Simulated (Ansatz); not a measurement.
**A vibration from a frozen displacement in MgO**

These are results of DFT PBE, scalar-relativistic, plane waves, PAW in Ansatz 0.2.0, not measurements. Cutoff 420 eV, Γ-centred 10×10×10 k-points, Gaussian smearing of 0.05 eV. No spin polarisation. Energies are free energies at this smearing, counted from the undisturbed cell; pressure is positive in compression.

Zero of the scan (as given, not relaxed at this level; it stands at -1.7 GPa):

```
Mg O
1.0
     0.00000    2.13515    2.13515
     2.13515    0.00000    2.13515
     2.13515    2.13515    0.00000
Mg O
1 1
Direct
  0.00000 0.00000 0.00000
  0.50000 0.50000 0.50000
```

Every O atom is moved by x along the Cartesian unit vector (0.000, 0.000, 1.000); the cell and all other atoms stay fixed. The cell's volume is 19.47 Å³; the moved atoms weigh 15.999 u together and the others 24.305 u. Some rows repeat others by symmetry and weren't run.

```
  x (Å)  ΔE (meV/cell) total force on the moved atoms along the move (eV/Å) pressure (GPa)
-0.1000          23.09                                                0.4791         -0.8439
-0.0875          17.52                                                0.4121         -1.0443
-0.0750          12.78                                                0.3479         -1.2169
-0.0625           8.81                                                0.2862         -1.3621
-0.0500           5.61                                                0.2266         -1.4803
-0.0375           3.14                                                0.1685         -1.5719
-0.0250           1.39                                                0.1117         -1.6372
-0.0125           0.35                                                0.0556         -1.6762
 0.0000           0.00                                                0.0000         -1.6894
 0.0125           0.35                                               -0.0556         -1.6762
 0.0250           1.39                                               -0.1117         -1.6372
 0.0375           3.14                                               -0.1685         -1.5719
 0.0500           5.61                                               -0.2266         -1.4803
 0.0625           8.81                                               -0.2862         -1.3621
 0.0750          12.78                                               -0.3479         -1.2169
 0.0875          17.52                                               -0.4121         -1.0443
 0.1000          23.09                                               -0.4791         -0.8439
```

Task: What frequency belongs to this motion?

Result: The force constant is k = −dF/dx = 4.448 eV/Å², from the parabola through x = -0.0125, 0 and 0.0125. In every cell the moved atoms swing against the rest, so the mass is μ = m₁m₂/(m₁ + m₂) = 9.648 u, and ν̃ = 521.5 cm⁻¹ × √(|k|/μ) = 354 cm⁻¹, at this cell's pressure of -1.7 GPa. To first order in x, and within 1 %, the force on every atom lies along the move and, within each of the two groups, in proportion to the atom's mass, so this is itself a mode at the zone centre of this cell, taken without macroscopic field (the transverse frequency in a polar insulator).

Task: How far does the harmonic law reach?

Result: At x = -0.100 Å, kx²/2 = 22.24 meV against the computed 23.09 meV (+3.8 %): the well is still close to harmonic there.